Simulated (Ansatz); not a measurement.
## Au in Ansatz: the effect of target pressure

The system is Au.

```
Au
1.0
     0.00000    2.03500    2.03500
     2.03500    0.00000    2.03500
     2.03500    2.03500    0.00000
Au
1
Cartesian
  0.0000 0.0000 0.0000
```

Alike in all runs:

```yaml
Program: Ansatz 0.2.0
Task: relaxation of cell and atoms
Functional: PBEsol
Potentials_or_basis: Ansatz PAW
Cutoff: "420 eV (not typed: the program's choice for these potentials)"
k_mesh: 11 × 11 × 11
Occupations: fermi-dirac, width 0.05 eV
Spin: no spin polarisation
```

Each run relaxes the cell or the atoms first.

```tsv
target pressure	relaxed volume (Å³/atom)
0 GPa	17.01
2 GPa	16.83
5 GPa	16.57
10 GPa	16.19
20 GPa	15.57
30 GPa	?
```

Q: What does the run with target pressure 30 GPa give?

A: Relaxed volume 15.06 Å³/atom.

Worked out: In Murnaghan's law V^(-B') rises as a straight line in P. The other rows fit best with B' = 5.4, V0 = 17.01 Å³/atom and B0 = 176 GPa, which gives 15.08 Å³/atom at 30 GPa, against the run's 15.06.

Caveats: the plane-wave basis is chosen anew once the cell has moved, so the energies of steps on either side of that aren't comparable; the PAW data sets come from PBE, with cores solved anew for the run's functional, which leaves a small shift of forces and pressure.
